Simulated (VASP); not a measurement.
# TiO2 (C2/m) in VASP: further runs

Runs on TiO2. Level: PBE. Tasks: single point.

Everything below comes from runs of VASP 6.6.1. Logs are shortened: lines on timing, memory, paths and dates and some standing lists are left out, and cuts for length are marked.

**1. The structure**

Symmetry: C2/m, No. 12, monoclinic system. The conventional cell has a = 12.307 Å, b = 3.767 Å, c = 6.616 Å, α = 90.00°, β = 106.95°, γ = 90.00°. Ti (site symmetry m) has 4 O at 1.86 to 1.94 Å as nearest neighbours. Ti (site symmetry m) is surrounded by 5 O at 1.78 to 2.03 Å. Around O (site symmetry m) lie 3 Ti at 1.94 to 2.03 Å. O (site symmetry m) has 3 Ti at 1.96 to 2.16 Å as nearest neighbours. O (site symmetry m) is surrounded by 2 Ti at 1.78 to 1.87 Å. O (site symmetry m) has 2 Ti at 1.86 to 1.93 Å as nearest neighbours.

The cell comes from a database or a generator and needn't be the stable form of this composition.

**2. Single point, PBE**

INCAR reads:

```
SYSTEM = TiO2
ALGO = Normal
EDIFF = 1E-7
ENCUT = 520
GGA = PE
ISIF = 2
ISMEAR = 0
LASPH = .TRUE.
LCHARG = .TRUE.
LELF = .TRUE.
LREAL = .FALSE.
LVHAR = .TRUE.
LWAVE = .FALSE.
NELM = 100
PREC = Accurate
SIGMA = 0.011
```

KPOINTS reads:

```
k-points
0
G
  8 8 4
  0 0 0
```

POSCAR reads:

```
TiO2
1.0
    6.1535771931     -1.8834685000      0.0000000000
    6.1535771931      1.8834685000      0.0000000000
   -1.9283261078      0.0000000000      6.3289668713
Ti O
4 8
Direct
    0.9000710000      0.9000710000      0.2896020000
    0.1952860000      0.1952860000      0.2837620000
    0.0999290000      0.0999290000      0.7103980000
    0.8047140000      0.8047140000      0.7162380000
    0.3619310000      0.3619310000      0.2933970000
    0.2634885000      0.2634885000      0.6525000000
    0.8671885000      0.8671885000      0.9952910000
    0.7365115000      0.7365115000      0.3475000000
    0.9416475000      0.9416475000      0.6300210000
    0.1328115000      0.1328115000      0.0047090000
    0.6380690000      0.6380690000      0.7066030000
    0.0583525000      0.0583525000      0.3699790000
```

Potentials or basis: VASP PAW PBE potentials, release 64 (Ti_sv, O).

On the command line:

```console
cat potpaw_PBE.64/Ti_sv/POTCAR potpaw_PBE.64/O/POTCAR > POTCAR
mpirun -np 1 vasp_std > vasp.out
```

OUTCAR:

```text
SYSTEM = TiO2
   EDIFF = 1E-7
   ENCUT = 520
   GGA = PE
   ISIF = 2
   ISMEAR = 0
   LASPH = .TRUE.
   LREAL = .FALSE.
   NELM = 100
   PREC = Accurate

 ion  position               nearest neighbor table
   1  0.900  0.900  0.290-  12 1.86   7 1.87   5 1.94   5 1.94   8 2.16   9 2.16
   2  0.195  0.195  0.284-  10 1.78  12 1.93   8 1.96   8 1.96   5 2.03   6 2.34
   3  0.100  0.100  0.710-   9 1.86  10 1.87  11 1.94  11 1.94   6 2.16  12 2.16
   4  0.805  0.805  0.716-   7 1.78   9 1.93   6 1.96   6 1.96  11 2.03   8 2.34
   5  0.362  0.362  0.293-   1 1.94   1 1.94   2 2.03
   6  0.263  0.263  0.653-   4 1.96   4 1.96   3 2.16   2 2.34
   7  0.867  0.867  0.995-   4 1.78   1 1.87
   8  0.737  0.737  0.347-   2 1.96   2 1.96   1 2.16   4 2.34
   9  0.942  0.942  0.630-   3 1.86   4 1.93   1 2.16
  10  0.133  0.133  0.005-   2 1.78   3 1.87
  11  0.638  0.638  0.707-   3 1.94   3 1.94   4 2.03
  12  0.058  0.058  0.370-   1 1.86   2 1.93   3 2.16

  LATTYP: Found a base centered monoclinic cell.
 ALAT       =    12.3071543862
 B/A-ratio  =     0.3060770087
 C/A-ratio  =     0.5375907333
 COS(beta)  =    -0.2914546970

  Lattice vectors:

 A1 = (   6.1535771931,  -1.8834685000,   0.0000000000)
 A2 = (   6.1535771931,   1.8834685000,   0.0000000000)
 A3 = (  -1.9283261078,   0.0000000000,   6.3289668713)

Analysis of symmetry for initial positions (statically):
=====================================================================
 Subroutine PRICEL returns:
 Original cell was already a primitive cell.

 Routine SETGRP: Setting up the symmetry group for a
 base centered monoclinic supercell.

 Subroutine GETGRP returns: Found  4 space group operations
 (whereof  4 operations were pure point group operations)
 out of a pool of  4 trial point group operations.

The static configuration has the point symmetry C_2h.

Analysis of symmetry for dynamics (positions and initial velocities):
=====================================================================
 Subroutine PRICEL returns:
 Original cell was already a primitive cell.

 Routine SETGRP: Setting up the symmetry group for a
 base centered monoclinic supercell.

 Subroutine GETGRP returns: Found  4 space group operations
 (whereof  4 operations were pure point group operations)
 out of a pool of  4 trial point group operations.

The dynamic configuration has the point symmetry C_2h.

 Subroutine INISYM returns: Found  4 space group operations
 (whereof  4 operations are pure point group operations),
 and found     1 'primitive' translations

----------------------------------------------------------------------------------------

                                     Primitive cell

  volume of cell :     146.7063

  direct lattice vectors                    reciprocal lattice vectors
     6.153577193 -1.883468500  0.000000000     0.081253551 -0.265467673  0.024756544
     6.153577193  1.883468500  0.000000000     0.081253551  0.265467673  0.024756544
    -1.928326108  0.000000000  6.328966871     0.000000000  0.000000000  0.158003671

  length of vectors
     6.435368355  6.435368355  6.616212152     0.278725872  0.278725872  0.158003671

  position of ions in fractional coordinates (direct lattice)
     0.900071000  0.900071000  0.289602000
     0.195286000  0.195286000  0.283762000
     0.099929000  0.099929000  0.710398000
     0.804714000  0.804714000  0.716238000
     0.361931000  0.361931000  0.293397000
     0.263488500  0.263488500  0.652500000
     0.867188500  0.867188500  0.995291000
     0.736511500  0.736511500  0.347500000
     0.941647500  0.941647500  0.630021000
     0.132811500  0.132811500  0.004709000
     0.638069000  0.638069000  0.706603000
     0.058352500  0.058352500  0.369979000

  ion indices of the primitive-cell ions
   primitive index   ion index
                 1           1
                 2           2
                 3           3
                 4           4
                 5           5
                 6           6
                 7           7
                 8           8
                 9           9
                10          10
                11          11
                12          12

----------------------------------------------------------------------------------------

 KPOINTS: k-points

Automatic generation of k-mesh.
 Grid dimensions read from file:
 generate k-points for:    8    8    4

 Generating k-lattice:

  Cartesian coordinates                     Fractional coordinates (reciprocal lattice)
     0.010156694 -0.033183459  0.003094568     0.125000000  0.000000000  0.000000000
     0.010156694  0.033183459  0.003094568     0.000000000  0.125000000  0.000000000
     0.000000000  0.000000000  0.039500918     0.000000000  0.000000000  0.250000000

  Length of vectors
     0.034840734  0.034840734  0.039500918

  Shift w.r.t. Gamma in fractional coordinates (k-lattice)
     0.000000000  0.000000000  0.000000000

 Subroutine IBZKPT returns following result:
 ===========================================

 Found     78 irreducible k-points:

 Following reciprocal coordinates:
            Coordinates               Weight
  0.000000  0.000000  0.000000      1.000000
  0.125000  0.000000  0.000000      4.000000
  0.250000  0.000000  0.000000      4.000000
  0.375000  0.000000 -0.000000      4.000000
  0.500000  0.000000  0.000000      2.000000
  0.125000  0.125000  0.000000      2.000000
[... 16 lines left out ...]
  0.125000  0.000000  0.250000      4.000000
  0.250000  0.000000  0.250000      4.000000
 [... further k-points ...]
   k-points           NKPTS =     78   k-points in BZ     NKDIM =     78   number of bands    NBANDS=     57
   number of dos      NEDOS =    301   number of ions     NIONS =     12
   total plane-waves  NPLWV = 115200
   dimension x,y,z NGX =    48 NGY =   48 NGZ =   50
   dimension x,y,z NGXF=    96 NGYF=   96 NGZF=  100
   ions per type =               4   8
   NGX,Y,Z   is equivalent  to a cutoff of  12.40, 12.40, 12.56 a.u.
   NGXF,Y,Z  is equivalent  to a cutoff of  24.80, 24.80, 25.13 a.u.
 SYSTEM =  TiO2
   PREC   = accura    normal or accurate (medium, high low for compatibility)
   ISTART =      0    job   : 0-new  1-cont  2-samecut
   ICHARG =      2    charge: 1-file 2-atom 10-const
   ISPIN  =      1    spin polarized calculation?
   LNONCOLLINEAR =      F non collinear calculations
   LSORBIT =      F    spin-orbit coupling
   LASPH  =      T    aspherical Exc in radial PAW
   ENCUT  =  520.0 eV  38.22 Ry    6.18 a.u.  11.97 11.97 12.30*2*pi/ulx,y,z
   NELM   =    100;   NELMIN=  2; NELMDL= -5     # of ELM steps
   EDIFF  = 0.1E-06   stopping-criterion for ELM
   LREAL  =      F    real-space projection
   EDIFFG = 0.1E-05   stopping-criterion for IOM
   NSW    =      0    number of steps for IOM
   IBRION =     -1    ionic relax: 0-MD 1-quasi-New 2-CG
   NFREE  =      0    steps in history (QN), initial steepest desc. (CG)
   ISIF   =      2    stress and relaxation
   ISYM   =      2    0-nonsym 1-usesym 2-fastsym
   POTIM  = 0.5000    time-step for ionic-motion
   TEBEG  =    0.0;   TEEND  =   0.0 temperature during run
   PSTRESS=    0.0 pullay stress
   NELECT =      96.0000    total number of electrons
   NUPDOWN=      -1.0000    fix difference up-down
   EMIN   =  10.00;   EMAX   =-10.00  energy-range for DOS
   EFERMI =   0.00;   METHOD = LEGACY
   ISMEAR =     0;   SIGMA  =   0.01  broadening in eV -4-tet -1-fermi 0-gaus
   EFERMI_NEDOS =   21; number of points for ismear=-14 and -15
   IALGO  =     38    algorithm
   IMIX   =      4    mixing-type and parameters
     AMIX     =   0.40;   BMIX     =  1.00
     AMIX_MAG =   1.60;   BMIX_MAG =  1.00
  volume/ion in A,a.u.               =      12.23        82.50
  Fermi-wavevector in a.u.,A,eV,Ry     =   1.421289  2.685846 27.484606  2.020062
  Thomas-Fermi vector in A             =   2.542114
   LORBIT       =      0    0 simple, 1 ext, 2 COOP (PROOUT), +10 PAW based schemes
   GGA     = PE    functional components
   LHFCALC =     F    Hartree Fock is set to
   AEXX    =    0.0000 exact exchange contribution
   IVDW    =     0    specifies the selected vdW correction
   LEPSILON=     F    determine dielectric tensor
   LRPA    =     F    only Hartree local field effects (RPA)
 non-spin polarized calculation
 Gauss-broadening in eV      SIGMA  =   0.01
  energy-cutoff  :      520.00
  volume of cell :      146.71
 maximum number of plane-waves:      3974
   NGX = 23   NGY = 23   NGZ = 25

 number of electron      96.0000007 magnetization

 Free energy of the ion-electron system (eV)
  ---------------------------------------------------
  ext. energy  EPLUGINS =         0.00000000
  ---------------------------------------------------
  free energy    TOTEN  =      -107.79833140 eV

  energy without entropy =     -107.79833140  energy(sigma->0) =     -107.79833140

 E-fermi :   2.7134     XC(G=0): -10.2735

 val. band max:        2.5039896648   @ k =  -0.3750   0.2500   0.5000
 cond. band min:       5.2293554940   @ k =   0.0000   0.0000   0.0000
 fundamental gap:      2.7253658292
 Fermi energy:         2.7134415243

 k-point     1 :       0.0000    0.0000    0.0000
  band No.  band energies     occupation
      1     -53.6847      2.00000
      2     -53.6732      2.00000
      3     -53.5878      2.00000
      4     -53.5816      2.00000
      5     -30.0825      2.00000
      6     -30.0357      2.00000
[... 49 lines left out ...]
     56       6.9629      0.00000
     57       7.1606      0.00000

 k-point     2 :       0.1250    0.0000    0.0000
  band No.  band energies     occupation
      1     -53.6840      2.00000
      2     -53.6727      2.00000
      3     -53.5874      2.00000
      4     -53.5816      2.00000
      5     -30.0801      2.00000
      6     -30.0340      2.00000
[... 49 lines left out ...]
     56       6.8696      0.00000
     57       6.9196      0.00000
[... 1258 lines left out ...]
     56       6.8451      0.00000
     57       6.9177      0.00000

 k-point    24 :       0.2500    0.0000    0.2500
  band No.  band energies     occupation
      1     -53.6823      2.00000
      2     -53.6719      2.00000
      3     -53.5865      2.00000
      4     -53.5818      2.00000
      5     -30.0735      2.00000
      6     -30.0310      2.00000
[... 49 lines left out ...]
     56       6.6593      0.00000
     57       6.8776      0.00000

 [... further k-points ...]
[... 5 lines left out ...]
  --------------------------------------------------------------------------------------
  -------------------------------------------------------------------------------------
  Total       -0.4883678     -0.4905225     -0.5360819      0.0000000      0.0000000     -0.0081917
  in kB       -5.3334572     -5.3569880     -5.8545414      0.0000000      0.0000000     -0.0894619
  external PRESSURE =      -5.5149955 kB  Pullay stress =       0.0000000 kB

 VOLUME and BASIS-vectors are now :
 -----------------------------------------------------------------------------
  energy-cutoff  :      520.00
  volume of cell :      146.71
      direct lattice vectors                 reciprocal lattice vectors
     6.153577193 -1.883468500  0.000000000     0.081253551 -0.265467673  0.024756544
     6.153577193  1.883468500  0.000000000     0.081253551  0.265467673  0.024756544
    -1.928326108  0.000000000  6.328966871     0.000000000  0.000000000  0.158003671

 POSITION                                       TOTAL-FORCE (eV/Angst)
 -----------------------------------------------------------------------------------
     10.51887      0.00000      1.83288         0.003554      0.000000     -0.045189
      1.85623      0.00000      1.79592        -0.051758      0.000000     -0.100895
     -0.14004      0.00000      4.49609        -0.003554      0.000000      0.045189
      8.52260      0.00000      4.53305         0.051758      0.000000      0.100895
      3.88858      0.00000      1.85690        -0.022333      0.000000     -0.010672
      1.98456      0.00000      4.12965        -0.001267      0.000000      0.028242
      8.75338      0.00000      6.29916        -0.039108      0.000000     -0.011494
      8.39427      0.00000      2.19932         0.001267      0.000000     -0.028242
     10.37412      0.00000      3.98738         0.003842      0.000000      0.019246
      1.62545      0.00000      0.02980         0.039108      0.000000      0.011494
      6.49025      0.00000      4.47207         0.022333      0.000000      0.010672
      0.00471      0.00000      2.34158        -0.003842      0.000000     -0.019246
 -----------------------------------------------------------------------------------
    total drift:                               -0.000000     -0.000000      0.000000

  FREE ENERGIE OF THE ION-ELECTRON SYSTEM (eV)
  ---------------------------------------------------
  free  energy   TOTEN  =      -107.7983313989 eV

  energy  without entropy=     -107.7983313989  energy(sigma->0) =     -107.79833140
```

Wall time 15 min (1 thread of AMD EPYC 9R45 (Zen 5), shared host); peak memory 0.6 GiB.

What came out:

| Item | Value |
| --- | --- |
| Free energy | -107.7983 eV |
| Pressure | -0.6 GPa |
| Largest force | 0.113 eV/Å |
| Band gap on the k mesh | 2.73 eV, indirect (least direct gap 2.90 eV) |

Forces in eV/Å, atoms in the order of the input:
```
Ti   0.004  0.000 -0.045
Ti  -0.052  0.000 -0.101
Ti  -0.004  0.000  0.045
Ti   0.052  0.000  0.101
O   -0.022  0.000 -0.011
O   -0.001  0.000  0.028
O   -0.039  0.000 -0.011
O    0.001  0.000 -0.028
O    0.004  0.000  0.019
O    0.039  0.000  0.011
O    0.022  0.000  0.011
O   -0.004  0.000 -0.019
```

Levels at points of the mesh, in eV from the valence-band top:
```tsv
k point	band 46	band 47	band 48	band 49	band 50	band 51
(0.00, 0.00, 0.00)	-0.74	-0.35	-0.17	2.73	3.07	3.30
(0.50, 0.00, 0.00)	-0.47	-0.21	-0.12	3.10	3.15	3.57
(0.50, 0.50, 0.00)	-0.62	-0.39	-0.11	2.86	2.91	3.41
(0.00, 0.00, 0.50)	-0.66	-0.58	-0.43	2.84	3.10	3.26
(0.50, 0.00, 0.50)	-0.51	-0.09	-0.01	3.14	3.19	3.42
(0.50, 0.50, 0.50)	-0.41	-0.21	-0.20	2.98	3.09	3.23
```

**3. Single point, PBE**

INCAR reads:

```
SYSTEM = TiO2
ALGO     = Normal         ! electronic algorithm
EDIFF    = 1E-6           ! SCF threshold, eV
ENCUT    = 520            ! plane-wave cutoff, eV
GGA      = PE             ! functional
ISIF     = 2              ! what is computed and relaxed
ISMEAR   = 0              ! smearing method
LASPH    = .TRUE.         ! aspherical terms in the spheres
LCHARG   = .FALSE.        ! write CHGCAR
LREAL    = .FALSE.        ! projectors in reciprocal space
LWAVE    = .FALSE.        ! write WAVECAR
NELM     = 80             ! most SCF steps
PREC     = Accurate       ! precision mode
SIGMA    = 0.012          ! smearing width, eV
```

KPOINTS is that of step 2.

POSCAR is that of step 2.

Potentials or basis: VASP PAW PBE potentials, release 64 (Ti_sv, O).

On the command line:

```console
cat potpaw_PBE.64/Ti_sv/POTCAR potpaw_PBE.64/O/POTCAR > POTCAR
mpirun -np 1 vasp_std > vasp.out
```

It took 10 min on 1 thread of Intel Xeon 6975P-C (Granite Rapids), shared host; peak memory 0.63 GiB.

It converged, with:

```
Free energy            : -107.7983 eV
Pressure               : -0.6 GPa
Largest force          : 0.113 eV/Å
Band gap on the k mesh : 2.73 eV, indirect (least direct gap 2.90 eV)
```

Forces on the atoms (eV/Å):
```
Ti   0.003  0.000 -0.045
Ti  -0.052  0.000 -0.101
Ti  -0.003  0.000  0.045
Ti   0.052  0.000  0.101
O   -0.022  0.000 -0.011
O   -0.001  0.000  0.028
O   -0.039  0.000 -0.011
O    0.001  0.000 -0.028
O    0.004  0.000  0.019
O    0.039  0.000  0.011
O    0.022  0.000  0.011
O   -0.004  0.000 -0.019
```

Levels at points of the mesh, in eV from the valence-band top:
```csv
k point,band 44,band 45,band 46,band 47,band 48,band 49,band 50,band 51,band 52,band 53
"(0.00, 0.00, 0.00)",-0.88,-0.75,-0.74,-0.35,-0.17,2.73,3.07,3.30,3.31,3.35
"(0.50, 0.00, 0.00)",-1.01,-0.86,-0.47,-0.21,-0.12,3.10,3.15,3.57,3.62,3.88
"(0.50, 0.50, 0.00)",-0.90,-0.87,-0.62,-0.39,-0.11,2.86,2.91,3.41,3.48,3.49
"(0.00, 0.00, 0.50)",-0.74,-0.69,-0.66,-0.58,-0.43,2.84,3.10,3.26,3.37,3.38
"(0.50, 0.00, 0.50)",-0.79,-0.67,-0.51,-0.09,-0.01,3.14,3.19,3.42,3.64,3.78
"(0.50, 0.50, 0.50)",-1.08,-0.84,-0.41,-0.21,-0.20,2.98,3.09,3.23,3.39,3.40
```
